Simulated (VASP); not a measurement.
# Gd (Im-3m) in VASP: further runs

Runs on Gd. Level: PBE. Tasks: single point, relaxation of cell and atoms.

All numbers are computed with VASP 6.6.1; they aren't measurements. Logs are shortened: lines on timing, memory, paths and dates and some standing lists are left out, and cuts for length are marked.

## Step 1: The crystal as given

Symmetry: Im-3m, No. 229, cubic system. The conventional cell has a = 4.050 Å, b = 4.050 Å, c = 4.050 Å, α = 90.00°, β = 90.00°, γ = 90.00°. Gd (site symmetry m-3m) is surrounded by 8 Gd at 3.51 Å.

This isn't the form of Gd at room conditions, which is hcp.

## Step 2: Single point, PBE, collinear spin, ferromagnetic start

The input, INCAR:

```
ADDGRID = False
ALGO = Normal
EDIFF = 1E-6
ENCUT = 700
GGA = PE
ISIF = 2
ISMEAR = 0
ISPIN = 2
LASPH = True
LCHARG = False
LMAXMIX = 6
LORBIT = 11
LREAL = False
LWAVE = False
MAGMOM = 7
NELM = 100
PREC = Accurate
SIGMA = 0.2
```

The input, KPOINTS:

```
k-points
0
Gamma
  10 10 10
```

The input, POSCAR:

```
Gd
1.0
   -2.0250000000      2.0250000000      2.0250000000
    2.0250000000     -2.0250000000      2.0250000000
    2.0250000000      2.0250000000     -2.0250000000
Gd
1
Direct
    0.0000000000      0.0000000000      0.0000000000
```

Potentials or basis: VASP PAW PBE potentials, release 64 (Gd).

Launch:

```
> cat potpaw_PBE.64/Gd/POTCAR > POTCAR
> mpirun -np 1 vasp_std > vasp.out
```

OUTCAR:

```text
EDIFF = 1E-6
   ENCUT = 700
   GGA = PE
   ISIF = 2
   ISMEAR = 0
   ISPIN = 2
   LASPH = True
   LORBIT = 11
   LREAL = False
   NELM = 100
   PREC = Accurate

 Found     47 irreducible k-points:

 Following reciprocal coordinates:
            Coordinates               Weight
  0.000000  0.000000  0.000000      1.000000
  0.100000  0.000000  0.000000     12.000000
  0.200000  0.000000  0.000000     12.000000
  0.300000  0.000000  0.000000     12.000000
  0.400000  0.000000  0.000000     12.000000
  0.500000  0.000000  0.000000      6.000000
   k-points           NKPTS =     47   k-points in BZ     NKDIM =     47   number of bands    NBANDS=     17
   number of dos      NEDOS =    301   number of ions     NIONS =      1
   total plane-waves  NPLWV =  27000
   dimension x,y,z NGX =    30 NGY =   30 NGZ =   30
   dimension x,y,z NGXF=    60 NGYF=   60 NGZF=   60
   ions per type =               1
   NGX,Y,Z   is equivalent  to a cutoff of  14.22, 14.22, 14.22 a.u.
   NGXF,Y,Z  is equivalent  to a cutoff of  28.44, 28.44, 28.44 a.u.
 SYSTEM =  unknown system
   PREC   = accura    normal or accurate (medium, high low for compatibility)
   ISTART =      0    job   : 0-new  1-cont  2-samecut
   ICHARG =      2    charge: 1-file 2-atom 10-const
   ISPIN  =      2    spin polarized calculation?
   LNONCOLLINEAR =      F non collinear calculations
   LSORBIT =      F    spin-orbit coupling
   LASPH  =      T    aspherical Exc in radial PAW
   ENCUT  =  700.0 eV  51.45 Ry    7.17 a.u.   7.57  7.57  7.57*2*pi/ulx,y,z
   NELM   =    100;   NELMIN=  2; NELMDL= -5     # of ELM steps
   EDIFF  = 0.1E-05   stopping-criterion for ELM
   LREAL  =      F    real-space projection
   EDIFFG = 0.1E-04   stopping-criterion for IOM
   NSW    =      0    number of steps for IOM
   IBRION =     -1    ionic relax: 0-MD 1-quasi-New 2-CG
   NFREE  =      0    steps in history (QN), initial steepest desc. (CG)
   ISIF   =      2    stress and relaxation
   ISYM   =      2    0-nonsym 1-usesym 2-fastsym
   POTIM  = 0.5000    time-step for ionic-motion
   TEBEG  =    0.0;   TEEND  =   0.0 temperature during run
   PSTRESS=    0.0 pullay stress
   NELECT =      18.0000    total number of electrons
   NUPDOWN=      -1.0000    fix difference up-down
   EMIN   =  10.00;   EMAX   =-10.00  energy-range for DOS
   EFERMI =   0.00;   METHOD = LEGACY
   ISMEAR =     0;   SIGMA  =   0.20  broadening in eV -4-tet -1-fermi 0-gaus
   EFERMI_NEDOS =   21; number of points for ismear=-14 and -15
   IALGO  =     38    algorithm
   IMIX   =      4    mixing-type and parameters
     AMIX     =   0.40;   BMIX     =  1.00
     AMIX_MAG =   1.60;   BMIX_MAG =  1.00
  volume/ion in A,a.u.               =      33.22       224.15
  Fermi-wavevector in a.u.,A,eV,Ry     =   1.334711  2.522238 24.238153  1.781454
  Thomas-Fermi vector in A             =   2.463472
   LORBIT       =     11    0 simple, 1 ext, 2 COOP (PROOUT), +10 PAW based schemes
   GGA     = PE    functional components
   LHFCALC =     F    Hartree Fock is set to
   AEXX    =    0.0000 exact exchange contribution
   IVDW    =     0    specifies the selected vdW correction
   LEPSILON=     F    determine dielectric tensor
   LRPA    =     F    only Hartree local field effects (RPA)
 spin polarized calculation
 Gauss-broadening in eV      SIGMA  =   0.20
  energy-cutoff  :      700.00
  volume of cell :       33.22
 maximum number of plane-waves:      1433
   NGX = 15   NGY = 15   NGZ = 15

 number of electron      17.9999995 magnetization       7.6294314

 Free energy of the ion-electron system (eV)
  ---------------------------------------------------
  ext. energy  EPLUGINS =         0.00000000
  ---------------------------------------------------
  free energy    TOTEN  =       -11.63761837 eV

  energy without entropy =      -11.59620263  energy(sigma->0) =      -11.61691050

 E-fermi :   2.9574     XC(G=0):  -9.9572

 val. band max:        2.9545206174   @ k =   0.2000   0.1000   0.1000
 cond. band min:       2.9586728619   @ k =   0.5000   0.5000   0.1000
 fundamental gap:      0.0041522445
 Fermi energy:         2.9573928362

 spin component 1

 k-point     1 :       0.0000    0.0000    0.0000
  band No.  band energies     occupation
      1     -42.3451      1.00000
      2     -19.3712      1.00000
      3     -19.3712      1.00000
      4     -19.3712      1.00000
      5      -2.1145      1.00000
      6      -1.9531      1.00000
[... 9 lines left out ...]
     16       6.4823      0.00000
     17       6.4823      0.00000

 k-point     2 :       0.1000    0.0000    0.0000
  band No.  band energies     occupation
      1     -42.3388      1.00000
      2     -19.4416      1.00000
      3     -19.3931      1.00000
      4     -19.3715      1.00000
      5      -1.9495      1.00000
      6      -1.9464      1.00000
[... 9 lines left out ...]
     16       6.2032      0.00000
     17       6.4867      0.00000

 k-point     3 :       0.2000    0.0000    0.0000
  band No.  band energies     occupation
      1     -42.3224      1.00000
      2     -19.6210      1.00000
      3     -19.4500      1.00000
      4     -19.3724      1.00000
      5      -1.9422      1.00000
      6      -1.9270      1.00000
[... 9 lines left out ...]
     16       6.0068      0.00000
     17       6.5450      0.00000

 k-point     4 :       0.3000    0.0000    0.0000
  band No.  band energies     occupation
      1     -42.3019      1.00000
      2     -19.8336      1.00000
      3     -19.5192      1.00000
      4     -19.3734      1.00000
      5      -1.9384      1.00000
      6      -1.9057      1.00000
[... 9 lines left out ...]
     16       6.7124      0.00000
     17       6.7242      0.00000

 k-point     5 :       0.4000    0.0000    0.0000
  band No.  band energies     occupation
      1     -42.2853      1.00000
      2     -19.9991      1.00000
      3     -19.5743      1.00000
      4     -19.3744      1.00000
      5      -1.9401      1.00000
      6      -1.9216      1.00000
[... 9 lines left out ...]
     16       6.9952      0.00000
     17       8.2205      0.00000

 k-point     6 :       0.5000    0.0000    0.0000
  band No.  band energies     occupation
      1     -42.2789      1.00000
      2     -20.0608      1.00000
      3     -19.5952      1.00000
      4     -19.3747      1.00000
      5      -1.9419      1.00000
      6      -1.9304      1.00000
[... 9 lines left out ...]
     16       7.1481      0.00000
     17       9.0875      0.00000

 [... further k-points ...]

 spin component 2

 k-point     1 :       0.0000    0.0000    0.0000
  band No.  band energies     occupation
      1     -39.0985      1.00000
      2     -16.9662      1.00000
      3     -16.9662      1.00000
      4     -16.9662      1.00000
      5      -1.2249      1.00000
      6       3.3422      0.00325
[... 9 lines left out ...]
     16       7.5540      0.00000
     17       7.5540      0.00000

 k-point     2 :       0.1000    0.0000    0.0000
  band No.  band energies     occupation
      1     -39.0907      1.00000
      2     -17.0525      1.00000
      3     -16.9920      1.00000
      4     -16.9669      1.00000
      5      -0.9292      1.00000
      6       3.3269      0.00449
[... 9 lines left out ...]
     16       7.2844      0.00000
     17       7.5767      0.00000

 k-point     3 :       0.2000    0.0000    0.0000
  band No.  band energies     occupation
      1     -39.0700      1.00000
      2     -17.2708      1.00000
      3     -17.0590      1.00000
      4     -16.9688      1.00000
      5      -0.1404      1.00000
      6       3.2856      0.01015
[... 9 lines left out ...]
     16       7.1512      0.00000
     17       7.6769      0.00000

 k-point     4 :       0.3000    0.0000    0.0000
  band No.  band energies     occupation
      1     -39.0443      1.00000
      2     -17.5269      1.00000
      3     -17.1402      1.00000
      4     -16.9713      1.00000
      5       0.8047      1.00000
      6       3.2784      0.01160
[... 9 lines left out ...]
     16       7.9022      0.00000
     17       8.1287      0.00000

 k-point     5 :       0.4000    0.0000    0.0000
  band No.  band energies     occupation
      1     -39.0234      1.00000
      2     -17.7244      1.00000
      3     -17.2047      1.00000
      4     -16.9734      1.00000
      5       1.3465      1.00000
      6       3.3536      0.00254
[... 9 lines left out ...]
     16       8.2171      0.00000
     17       9.6990      0.00000

 k-point     6 :       0.5000    0.0000    0.0000
  band No.  band energies     occupation
      1     -39.0153      1.00000
      2     -17.7978      1.00000
      3     -17.2291      1.00000
      4     -16.9742      1.00000
      5       1.4447      1.00000
      6       3.3509      0.00269
[... 9 lines left out ...]
     16       8.3951      0.00000
     17      10.6135      0.00000

 [... further k-points ...]

------------------------ aborting loop because EDIFF is reached ----------------------------------------

  FORCE on cell =-STRESS in cart. coord.  units (eV):
  Direction    XX          YY          ZZ          XY          YZ          ZX
  --------------------------------------------------------------------------------------
  -------------------------------------------------------------------------------------
  Total        0.0514972      0.0514972      0.0514972      0.0000000      0.0000000     -0.0000000
  in kB        2.4840434      2.4840434      2.4840434      0.0000000      0.0000000     -0.0000000
  external PRESSURE =       2.4840434 kB  Pullay stress =       0.0000000 kB

 VOLUME and BASIS-vectors are now :
 -----------------------------------------------------------------------------
  energy-cutoff  :      700.00
  volume of cell :       33.22
      direct lattice vectors                 reciprocal lattice vectors
    -2.025000000  2.025000000  2.025000000     0.000000000  0.246913580  0.246913580
     2.025000000 -2.025000000  2.025000000     0.246913580  0.000000000  0.246913580
     2.025000000  2.025000000 -2.025000000     0.246913580  0.246913580  0.000000000

 POSITION                                       TOTAL-FORCE (eV/Angst)
 -----------------------------------------------------------------------------------
      0.00000      0.00000      0.00000         0.000000      0.000000      0.000000
 -----------------------------------------------------------------------------------
    total drift:                                0.000000     -0.000000      0.000000

  FREE ENERGIE OF THE ION-ELECTRON SYSTEM (eV)
  ---------------------------------------------------
  free  energy   TOTEN  =       -11.6376183658 eV

  energy  without entropy=      -11.5962026335  energy(sigma->0) =      -11.61691050

 total charge

# of ion       s       p       d       f       tot
--------------------------------------------------
    1        2.072   5.562   0.584   6.984  15.202

 magnetization (x)

# of ion       s       p       d       f       tot
--------------------------------------------------
    1        0.002  -0.057   0.239   6.817   7.001
```

It took 1.7 min on 1 thread of Intel Xeon Platinum 8559C (Emerald Rapids), shared host; peak memory 0.25 GiB.

These settings aren't checked as converged: the numbers below hold their error.

What came out:

```yaml
Free_energy: -11.6376 eV
Pressure: 0.2 GPa
Band_gap_on_the_k_mesh: none (metal or under the smearing width)
Net_moment: 7.63 μB per cell
Site_moments: Gd +7.00 μB
Valence_electrons_inside_the_program's_atomic_spheres: Gd 15.20
```

Caveat: spin-orbit coupling is left out, which moves the levels of the heavy elements.

## Step 3: Relaxation of cell and atoms, PBE, collinear spin, ferromagnetic start

The input, INCAR:

```
SYSTEM = Gd
PREC = Accurate
ENCUT = 600
EDIFF = 1E-7
ISMEAR = -1
SIGMA = 0.05
LREAL = .FALSE.
LASPH = .TRUE.
NELM = 100
ALGO = Normal
ISIF = 3
LWAVE = .FALSE.
LCHARG = .FALSE.
ISPIN = 2
MAGMOM = 7
LORBIT = 11
LMAXMIX = 6
GGA = PE
IBRION = 2
NSW = 60
EDIFFG = -0.01
PSTRESS = 0
```

The input, KPOINTS:

```
Automatic mesh
0
G
  7 7 7
  0 0 0
```

POSCAR is that of step 2.

Potentials or basis: VASP PAW PBE potentials, release 64 (Gd).

Launch:

```
> cat potpaw_PBE.64/Gd/POTCAR > POTCAR
> mpirun -np 1 vasp_std > vasp.out
```

Run time: 2 min. Hardware: 1 thread of Intel Xeon 6975P-C (Granite Rapids), shared host; peak memory 0.19 GiB.

Results (log left out):

```
Free energy                                           : -11.6228 eV
Relaxed volume                                        : 33.14 Å³/atom
Relaxed cell                                          : a = 3.505 Å, b = 3.505 Å, c = 3.505 Å, α = 109.47°, β = 109.47°, γ = 109.47°
Space group after relaxing (to 0.05 Å)                : Im-3m (No. 229)
Energy gained by relaxing                             : 0.0 meV/atom
Ionic steps                                           : 4
Pressure after relaxing                               : 0.0 GPa
Band gap on the k mesh                                : none (metal or under the smearing width)
Net moment                                            : 7.63 μB per cell
Site moments                                          : Gd +7.01 μB
Valence electrons inside the program's atomic spheres : Gd 15.20
```

Final structure:
```
Gd
1.0
    -2.02337    2.02337    2.02337
     2.02337   -2.02337    2.02337
     2.02337    2.02337   -2.02337
Gd
1
Direct
  0.00000 0.00000 0.00000
```

Levels at points of the mesh, in eV from the Fermi level:
Spin up:
| k point | band 10 | band 11 | band 12 | band 13 | band 14 | band 15 | band 16 | band 17 |
| --- | --- | --- | --- | --- | --- | --- | --- | --- |
| (0.00, 0.00, 0.00) | -4.84 | -4.84 | -4.81 | 1.26 | 1.26 | 1.26 | 3.51 | 3.51 |
Spin down:
| k point | band 3 | band 4 | band 5 | band 6 | band 7 | band 8 |
| --- | --- | --- | --- | --- | --- | --- |
| (0.00, 0.00, 0.00) | -19.95 | -19.95 | -4.22 | 0.34 | 0.34 | 0.34 |

Caveat: spin-orbit coupling is left out, which moves the levels of the heavy elements. The state reached can hang on the start; a lower one may exist.

## Step 4: Relaxation of cell and atoms, PBE, collinear spin, ferromagnetic start

The input, INCAR:

```
  ALGO = All
  EDIFF = 1E-7
  EDIFFG = -0.01
  ENCUT = 600
  GGA = PE
  IBRION = 2
  ISIF = 3
  ISMEAR = -1
  ISPIN = 2
  LASPH = T
  LCHARG = F
  LMAXMIX = 6
  LORBIT = 11
  LREAL = F
  LWAVE = F
  MAGMOM = 7
  NELM = 100
  NSW = 60
  PREC = Accurate
  PSTRESS = 0
  SIGMA = 0.05
```

The input, KPOINTS:

```
k-points
0
Gamma
  7 7 7
```

POSCAR is that of step 3.

Launch:

```
> cat potpaw_PBE.64/Gd/POTCAR > POTCAR
> mpirun -np 1 vasp_std > vasp.out
```

Wall time 2.4 min (1 thread of Intel Xeon 6975P-C (Granite Rapids), shared host); peak memory 0.2 GiB.

It converged, with:

```yaml
Free_energy: -11.6228 eV
Relaxed_volume: 33.15 Å³/atom
Relaxed_cell: a = 3.505 Å, b = 3.505 Å, c = 3.505 Å, α = 109.47°, β = 109.47°, γ = 109.47°
Space_group_after_relaxing_to_0.05_Å: Im-3m (No. 229)
Energy_gained_by_relaxing: 0.0 meV/atom
Ionic_steps: 2
Pressure_after_relaxing: 0.0 GPa
Band_gap_on_the_k_mesh: none (metal or under the smearing width)
Net_moment: 7.63 μB per cell
Site_moments: Gd +7.01 μB
Valence_electrons_inside_the_program's_atomic_spheres: Gd 15.20
```

Final structure:
```yaml
crystal:
  lattice:
    - [-2.02361, 2.02361, 2.02361]
    - [2.02361, -2.02361, 2.02361]
    - [2.02361, 2.02361, -2.02361]
  atoms:
    - { symbol: Gd, position: [0.00000, 0.00000, 0.00000] }
```

Levels at points of the mesh, in eV from the Fermi level:
Spin up:
| k point | band 10 | band 11 | band 12 | band 13 | band 14 | band 15 | band 16 | band 17 |
| --- | --- | --- | --- | --- | --- | --- | --- | --- |
| (0.00, 0.00, 0.00) | -4.84 | -4.84 | -4.81 | 1.26 | 1.26 | 1.26 | 3.51 | 3.51 |
Spin down:
| k point | band 2 | band 3 | band 4 | band 5 | band 6 | band 7 | band 8 | band 9 |
| --- | --- | --- | --- | --- | --- | --- | --- | --- |
| (0.00, 0.00, 0.00) | -19.95 | -19.95 | -19.95 | -4.22 | 0.34 | 0.34 | 0.34 | 0.64 |

Caveat: spin-orbit coupling is left out, which moves the levels of the heavy elements.

(Part 1 of 2 ends here.)
